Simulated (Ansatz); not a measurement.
## ZnS: the gap against volume

ZnS, P6_3mc, a = 3.809 Å, c = 12.466 Å. The compound has several low-lying forms, and this is one of them. Ansatz: r2SCAN, PAW, 500 eV, Γ-centred 6×6×2 mesh on 8 atoms, Gaussian smearing 0.02 eV; no spin polarisation. Shape and atoms are relaxed at each volume; x = ln(V/V0) with V0 = 19.577 Å³/atom. The gap is read at the mesh points alone.

| x | gap y (eV) |
| --- | --- |
| -0.0619 | 3.033 |
| -0.0305 | 2.885 |
| 0.0000 | 2.741 |
| 0.0296 | 2.603 |
| 0.0583 | ? |

**Question.** Fit a straight line to the other rows, give the volume deformation potential of the gap and its pressure coefficient, and predict the missing gap. B0 = 78.4 GPa.

**Answer.** Means x = -0.01570, y = 2.8155; Σ(Δx)² = 0.004652, ΣΔxΔy = -0.02187; the slope is their ratio. y = 2.7417 − 4.7018 x. The slope is the deformation potential a = dE_g/d ln V = -4.70 eV, and dE_g/dP = −a/B0 = 60.0 meV/GPa. At x = 0.0583 the fit asked for gives 2.468 eV. The run gave 2.471 eV, so the fit is 0.003 eV too low, a small miss on the scale of the series. The form still works here, 31 % of the fitted range beyond its end.

Semilocal functionals give gaps under the measured ones; changes of the gap mostly carry over better.